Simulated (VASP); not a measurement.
Here is a VASP 6.6.1 calculation.

Contents of POSCAR:

```
NaI
1.0
    0.0000000000      3.2364000000      3.2364000000
    3.2364000000      0.0000000000      3.2364000000
    3.2364000000      3.2364000000      0.0000000000
I Na
1 1
Direct
    0.5000000000      0.5000000000      0.5000000000
    0.0000000000      0.0000000000      0.0000000000
```

The input INCAR.step1:

```
ALGO = Normal
EDIFF = 1E-5
ENCUT = 600
GGA = PE
ISMEAR = -1
LASPH = T
LCHARG = F
LREAL = F
LWAVE = T
NELM = 100
PREC = Accurate
SIGMA = 0.05
```

INCAR.step2

```
ALGO = Normal
EDIFF = 1E-6
EDIFFG = -0.01
ENCUT = 600
GGA = PS
HFSCREEN = 0.2
IBRION = 2
ISIF = 3
ISMEAR = -1
ISTART = 1
LASPH = T
LCHARG = F
LHFCALC = T
LREAL = F
LWAVE = F
NELM = 100
NSW = 40
PREC = Accurate
PRECFOCK = Fast
SIGMA = 0.05
```

KPOINTS

```
k-points
0
Gamma
  4 4 4
```

Potentials or basis: VASP PAW PBE potentials, release 64 (I, Na_pv).

The run is started by

```bash
$ cat potpaw_PBE.64/I/POTCAR potpaw_PBE.64/Na_pv/POTCAR > POTCAR
$ cp INCAR.step1 INCAR
$ mpirun -np 1 vasp_std > vasp.out
$ cp INCAR.step2 INCAR
$ mpirun -np 1 vasp_std > vasp.out
```

(1) Estimate the relaxed volume.

(2) Estimate the relaxed cell.

(3) Predict the band gap on the k mesh.

(4) Predict the space group after relaxing (to 0.05 Å).

## Answers

(1) 32.91 Å³/atom.

(2) a = 4.532 Å, b = 4.532 Å, c = 4.532 Å, α = 60.00°, β = 60.00°, γ = 60.00°.

(3) 4.63 eV, direct.

(4) Fm-3m (No. 225).

Caveat: the k mesh is coarse (spacing up to 0.42 Å⁻¹), so the values aren't converged, least of all with exact exchange; the PAW data sets were made with another functional, which shifts forces and pressure a little; spin-orbit coupling is left out, which moves the levels of the heavy elements.
